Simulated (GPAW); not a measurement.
PbO2:

```
Pb O
1.0
     0.00000    2.70199    2.70199
     2.70199    0.00000    2.70199
     2.70199    2.70199    0.00000
Pb O
1 2
Direct
  0.00000 0.00000 0.00000
  0.75000 0.75000 0.75000
  0.25000 0.25000 0.25000
```

The cell comes from a database or a generator and needn't be the stable form of this composition.

Base run:

```yaml
Program: GPAW 26.7.0
Functional: PBE
Potentials_or_basis: PAW data sets generated in the run's folder for this functional
Cutoff: 600 eV
Basis: pw
k_mesh: 7 × 7 × 7
Occupations: fermi-dirac, width 0.05 eV
Spin: no spin polarisation
```

Its results: band gap on the k mesh none (metal or under the smearing width); pressure -5.7 GPa.

Problem. The run is repeated on the same cell with these changes: functional from PBE to r2SCAN; potentials or basis from PAW data sets generated in the run's folder for this functional to GPAW PAW data sets (gpaw-data 1.2.1). What comes out?

Solution. Band gap on the k mesh none (metal or under the smearing width); pressure -12.3 GPa.

Caveats: the cutoff is short for stress and forces, so pressures can be off by a GPa or more; the PAW data sets were made with another functional, which shifts forces and pressure a little (some runs).
